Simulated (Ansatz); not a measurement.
Input and command of a plane-wave DFT calculation in Ansatz:

```yaml
crystal:
  lattice:
    - [-5.5073398843, 5.5073398843, -5.5073398843]
    - [5.5073398843, -5.5073398843, -5.5073398843]
    - [-5.5073398843, -5.5073398843, 5.5073398843]
  atoms:
    - { symbol: Al, position: [0.5, 0.25, 0.25] }
    - { symbol: Al, position: [0.25, 0.25, 0.5] }
    - { symbol: Al, position: [0.0, 0.25, 0.75] }
    - { symbol: Al, position: [0.75, 0.0, 0.25] }
    - { symbol: Al, position: [0.75, 0.25, 0.0] }
    - { symbol: Al, position: [0.5, 0.0, 0.5] }
    - { symbol: Al, position: [0.25, 0.0, 0.75] }
    - { symbol: Al, position: [0.0, 0.75, 0.25] }
    - { symbol: Al, position: [1.0, 1.0, 1.0], spin: 0.091 }
    - { symbol: Al, position: [0.75, 0.75, 0.5], spin: 0.091 }
    - { symbol: Al, position: [0.5, 0.75, 0.75], spin: 0.091 }
    - { symbol: Al, position: [0.25, 0.5, 0.25] }
    - { symbol: Al, position: [0.25, 0.75, 0.0] }
    - { symbol: Al, position: [0.0, 0.5, 0.5] }
    - { symbol: Al, position: [0.75, 0.5, 0.75], spin: 0.091 }
    - { symbol: Al, position: [0.5, 0.5, 0.0] }
    - { symbol: P, position: [0.5, 0.0, 0.25] }
    - { symbol: P, position: [0.25, 0.0, 0.5] }
    - { symbol: P, position: [0.0, 0.0, 0.75], spin: 0.091 }
    - { symbol: P, position: [0.75, 0.75, 0.25] }
    - { symbol: P, position: [0.75, 0.0, 0.0], spin: 0.091 }
    - { symbol: P, position: [0.5, 0.75, 0.5], spin: 0.091 }
    - { symbol: P, position: [0.25, 0.75, 0.75] }
    - { symbol: P, position: [0.0, 0.5, 0.25] }
    - { symbol: P, position: [0.0, 0.75, 0.0], spin: 0.091 }
    - { symbol: P, position: [0.75, 0.5, 0.5], spin: 0.091 }
    - { symbol: P, position: [0.5, 0.5, 0.75], spin: 0.091 }
    - { symbol: P, position: [0.25, 0.25, 0.25] }
    - { symbol: P, position: [0.25, 0.5, 0.0] }
    - { symbol: P, position: [0.0, 0.25, 0.5] }
    - { symbol: P, position: [0.75, 0.25, 0.75] }
    - { symbol: P, position: [0.5, 0.25, 0.0] }
    - { symbol: H, position: [0.75, 0.75, 0.75], spin: 0.091 }
  host:
    lattice:
      - [0.0, 2.7536699422, 2.7536699422]
      - [2.7536699422, 0.0, 2.7536699422]
      - [2.7536699422, 2.7536699422, 0.0]
    atoms:
      - { symbol: Al, position: [0.0, 0.0, 0.0] }
      - { symbol: P, position: [0.75, 0.75, 0.75] }
basis:
  ecutwfc: 420
  xc_grid: 2
kpoints:
  mp_grid: { grid: [2, 2, 2], shift: [0.5, 0.5, 0.5] }
hamiltonian:
  xc: pbe
scf:
  occupations: { method: gaussian, width: 0.01 }
output:
  forces: true
  stress: false
  eigenvalues: true
  populations: true
  charged_corrections:
    defect_position: [0.75, 0.75, 0.75]
    epsilon: [[10.3826, 0.0, 0.0], [0.0, 10.3826, 0.0], [0.0, 0.0, 10.3826]]
  write_density: true
  write_potential: true
  elf: true
  volumetric_format: npy
magnetization:
  spin_polarized: true
relax:
  adjacent_minimum: "off"
  f_tol: 0.025
  max_steps: 45
```

```bash
ansatz run input.yaml --threads 4 --pin off --max-ram 6144MiB --backend cpu --events-out ev --progress --plain --runs-dir out
```

Processor: Arm Neoverse V1, 4 threads, on a host shared with other jobs.

**Question.** How long does it run, and how much memory does it take?

**Answer.** About 45 s on 4 threads of Arm Neoverse V1 (shared host), peak memory 1.5 GiB. It solves 99 bands at 2 k points (the mesh reduced by the symmetry that the task leaves, which can be less than the crystal's) with about 13067 plane waves, in 24 SCF iterations over 3 ionic steps.
